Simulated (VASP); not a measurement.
Here is a VASP 6.6.1 calculation.

File INCAR:

```
ALGO = Normal
EDIFF = 1E-6
EDIFFG = -0.01
ENCUT = 600
GGA = PS
IBRION = 2
ISIF = 3
ISMEAR = 0
KPAR = 4
LASPH = True
LCHARG = False
LREAL = False
LWAVE = False
NELM = 80
NSW = 90
PREC = Accurate
SIGMA = 0.03
```

Contents of KPOINTS:

```
k-points
0
Gamma
  10 10 10
```

The input POSCAR:

```
GaSb
1.0
    0.0000000000      3.0590000000      3.0590000000
    3.0590000000      0.0000000000      3.0590000000
    3.0590000000      3.0590000000      0.0000000000
Ga Sb
1 1
Direct
    0.0000000000      0.0000000000      0.0000000000
    0.2500000000      0.2500000000      0.2500000000
```

Potentials or basis: VASP PAW PBE potentials, release 64 (Ga_d, Sb).

Run with:

```console
$ cat potpaw_PBE.64/Ga_d/POTCAR potpaw_PBE.64/Sb/POTCAR > POTCAR
$ mpirun -np 4 vasp_std > vasp.out
```

Question: Predict the relaxed volume.

Answer: 28.56 Å³/atom.

Question: Predict the relaxed cell.

Answer: a = 4.323 Å, b = 4.323 Å, c = 4.323 Å, α = 60.00°, β = 60.00°, γ = 60.00°.

Final structure:
```yaml
crystal:
  lattice:
    - [0.00000, 3.05656, 3.05656]
    - [3.05656, 0.00000, 3.05656]
    - [3.05656, 3.05656, 0.00000]
  atoms:
    - { symbol: Ga, position: [0.00000, 0.00000, 0.00000] }
    - { symbol: Sb, position: [0.25000, 0.25000, 0.25000] }
```

Caveat: the PAW data sets were made with another functional, which shifts forces and pressure a little. The run has no spin-orbit coupling, so splittings on Sb are missing.
